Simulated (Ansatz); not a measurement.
**Re: strong compression**

An exercise on one series of results from a longer session: the logs are not shown, and one member is left open.

Method: DFT PBE, with the methods named in each step, in Ansatz 0.2.0.

2 further runs of the same task are left out: 2 that didn't finish.

### The structure to begin with

It takes space group Pm-3m (No. 221, cubic). The conventional cell has a = 2.528 Å, b = 2.528 Å, c = 2.528 Å, α = 90.00°, β = 90.00°, γ = 90.00°. Re (site symmetry m-3m) has 6 Re at 2.53 Å as nearest neighbours.

As a file:

```cif
data_structure
_symmetry_space_group_name_H-M 'P 1'
_symmetry_Int_Tables_number 1
_cell_length_a 2.5278
_cell_length_b 2.5278
_cell_length_c 2.5278
_cell_angle_alpha 90.000
_cell_angle_beta 90.000
_cell_angle_gamma 90.000
_cell_volume 16.15
loop_
_atom_site_label
_atom_site_type_symbol
_atom_site_fract_x
_atom_site_fract_y
_atom_site_fract_z
_atom_site_occupancy
Re1 Re 0.00000 0.00000 0.00000 1
```

Whether this phase is the stable one at these pressures isn't tested.

The first run:

input.yaml

```yaml
crystal:
  lattice:
    - [2.5277651634, 0.0, 0.0]
    - [0.0, 2.5277651634, 0.0]
    - [0.0, 0.0, 2.5277651634]
  atoms:
    - { symbol: Re, position: [0.0, 0.0, 0.0] }
kpoints:
  mp_grid: { grid: [15, 15, 15] }
scf:
  occupations: { method: fermi_dirac, width: 0.08 }
hamiltonian:
  xc: pbe
  pseudopotentials: { kind: paw }
output:
  forces: true
  stress: true
relax:
  f_tol: 0.005
  max_steps: 40
  cell: {}
```

Started as:

```
$ ansatz run input.yaml --threads 1 --pin off --max-ram 2048MiB --backend cpu --events-out ev --progress --plain --runs-dir out
```

Steps of the session up to this table: Cell relaxed at zero pressure, PAW; Volume scaled by 1, PAW; Volume scaled by 0.88, PAW; Volume scaled by 0.78, PAW; Volume scaled by 0.68, PAW; Volume scaled by 0.58, PAW; Volume scaled by 0.5, PAW; Volume scaled by 0.43, PAW; Volume scaled by 0.43, PAW (level accurate).

One table of the session follows, with a row left open; its other results are not shown here.

```
              method  volume over the first  volume (Å³/atom)  pressure (GPa)
                 PAW                      1            17.138           -0.01
                 PAW                   0.88            15.082           43.43
                 PAW                   0.78            13.368          110.07
                 PAW                   0.68            11.654          229.77
                 PAW                   0.58             9.940          455.02
                 PAW                    0.5                 ?               ?
                 PAW                   0.43             7.369         1327.99
PAW (level accurate)                   0.43             7.369         1317.14
```

Q: Estimate the row for PAW, 0.5 from the others.

**Answer.** volume (Å³/atom): 8.569; pressure (GPa): 788.32. In the column «volume (Å³/atom)» it lies between PAW (level accurate), 0.43 (7.369) and PAW, 0.58 (9.940).
